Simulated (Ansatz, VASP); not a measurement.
Sb in VASP and in Ansatz

```xyz
2
Lattice="3.4384 0.0000 0.0000 -1.7192 2.9778 0.0000 0.0000 0.0000 5.3519" Properties=species:S:1:pos:R:3 pbc="T T T"
Sb    0.0000    1.9852    1.3380
Sb    1.7192    0.9926    4.0140
```

Alike in both runs: functional PBE; k mesh 11 × 11 × 7; occupations fermi-dirac, width 0.05 eV; no spin polarisation.

Ansatz relaxed the structure, and its values are those at the end. VASP's run is a single point on that final structure, the one shown.

|  | VASP | Ansatz |
| --- | --- | --- |
| version | VASP 6.6.1 | Ansatz 0.2.0 |
| potentials or method | VASP PAW PBE potentials, release 64 (Sb), cutoff 520 eV | all-electron LAPW, scalar-relativistic |

```tsv
	VASP	Ansatz	Ansatz less VASP
pressure (GPa)	-0.1	0.0	+0.14
```

Ansatz ran all-electron here, so the differences hold the error of VASP's frozen core and of both bases.

The runs have no spin-orbit coupling, so splittings on Sb are missing.
